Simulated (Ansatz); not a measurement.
# BP: the cost of one run

Program: Ansatz 0.2.0. Level of theory: DFT PBEsol, scalar-relativistic, plane waves, PAW. These are calculated values, not measurements.

3 further runs of the same task are left out: 3 set aside as unsound or not needed.

### 1 The starting structure

It takes space group F-43m (No. 216, cubic). Conventional cell: a = 4.520 Å, b = 4.520 Å, c = 4.520 Å, α = 90.00°, β = 90.00°, γ = 90.00°. B (site symmetry -43m) is surrounded by 4 P at 1.96 Å. P (site symmetry -43m) has 4 B at 1.96 Å as nearest neighbours.

As a file:

```cif
data_structure
_symmetry_space_group_name_H-M 'P 1'
_symmetry_Int_Tables_number 1
_cell_length_a 3.1962
_cell_length_b 3.1962
_cell_length_c 3.1962
_cell_angle_alpha 60.000
_cell_angle_beta 60.000
_cell_angle_gamma 60.000
_cell_volume 23.09
loop_
_atom_site_label
_atom_site_type_symbol
_atom_site_fract_x
_atom_site_fract_y
_atom_site_fract_z
_atom_site_occupancy
B1 B 0.00000 0.00000 0.00000 1
P1 P 0.75000 0.75000 0.75000 1
```

It is the result of an earlier relaxation at this level (volume 11.54 Å³/atom; gap on the mesh: 1.12 eV).

### 2 Phonons at Γ, at rest

input.yaml reads:

```yaml
crystal:
  lattice:
    - [0.0, 2.2600863986, 2.2600863986]
    - [2.2600863986, 0.0, 2.2600863986]
    - [2.2600863986, 2.2600863986, 0.0]
  atoms:
    - { symbol: B, position: [0.0, 0.0, 0.0] }
    - { symbol: P, position: [0.75, 0.75, 0.75] }
basis:
  ecutwfc: 420
kpoints:
  mp_grid: { grid: [10, 10, 10] }
hamiltonian:
  xc: pbesol
scf:
  occupations: { method: fixed }
output:
  eigenvalues: true
phonons:
  method: dfpt
  dielectric: true
  rigid_motions: translations
  eigenvectors: true
```

Launch:

```sh
ansatz run input.yaml --threads 1 --pin off --max-ram 3072MiB --backend cpu --events-out ev --progress --plain --runs-dir out
```

What time and memory should one allow on 1 thread of AMD EPYC 7R43 (Zen 3), shared host?

About 19 s, with a peak of 0.5 GiB.
